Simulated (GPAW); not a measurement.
Input of a GPAW 26.7.0 run:

The input run.py:

```python
from ase import Atoms
from ase.dft.bandgap import bandgap
from ase.io import write
from gpaw import GPAW, PW

atoms = Atoms(['Cu', 'Cu', 'Cu', 'Cu', 'O', 'O'],
              cell=[[4.26, 0.0, 0.0],
                    [0.0, 4.26, 0.0],
                    [0.0, 0.0, 4.26]],
              scaled_positions=[[0.25, 0.25, 0.25],
                                [0.25, 0.75, 0.75],
                                [0.75, 0.75, 0.25],
                                [0.75, 0.25, 0.75],
                                [0.0, 0.0, 0.0],
                                [0.5, 0.5, 0.5]],
              pbc=True)

calc = GPAW(mode=PW(600),
            xc='TB09',
            kpts={'size': (6, 6, 6), 'gamma': True},
            occupations={'name': 'fermi-dirac', 'width': 0.05},
            nbands=51,
            convergence={'density': 1e-05, 'energy': 1e-05},
            eigensolver='cg',
            maxiter=150,
            txt='gpaw.txt')
atoms.calc = calc
energy = atoms.get_potential_energy()
calc.write('gs.gpw')
write('result.traj', atoms)
print('Fermi level:', round(calc.get_fermi_level(), 4), 'eV')
print(f'Gap: {bandgap(calc)[0]:.4f} eV, direct: {bandgap(calc, direct=True)[0]:.4f} eV')
```

Potentials or basis: GPAW PAW data sets for LDA (gpaw-data 1.2.1), pw.

Launch:

```bash
$ OMP_NUM_THREADS=1 python run.py
```

Task: Predict the band gap on the k mesh.

Result: 0.80 eV, direct.

Caveat: a model potential gives levels but no total energy.

**The experiment to reproduce.**

From “Importance of surface oxygen vacancies for ultrafast hot carrier relaxation and transport in Cu2O”, 2021, arxiv:2103.03167, for a bulk crystal of Cu2O: band gap 2.17 eV (direct).

Measured gap of Cu2O: 2.17 eV (direct; quoted in “Importance of surface oxygen vacancies for ultrafast hot carrier relaxation and transport in Cu2O”, 2021, arxiv:2103.03167). This calculation gives 0.80 eV (-1.37 eV). So large a miss can be the level of theory's own, or it may mean another phase, state or a wrong row. The value is that of TB-mBJ on a finite k mesh, which can miss the band edges, without temperature or zero-point motion.
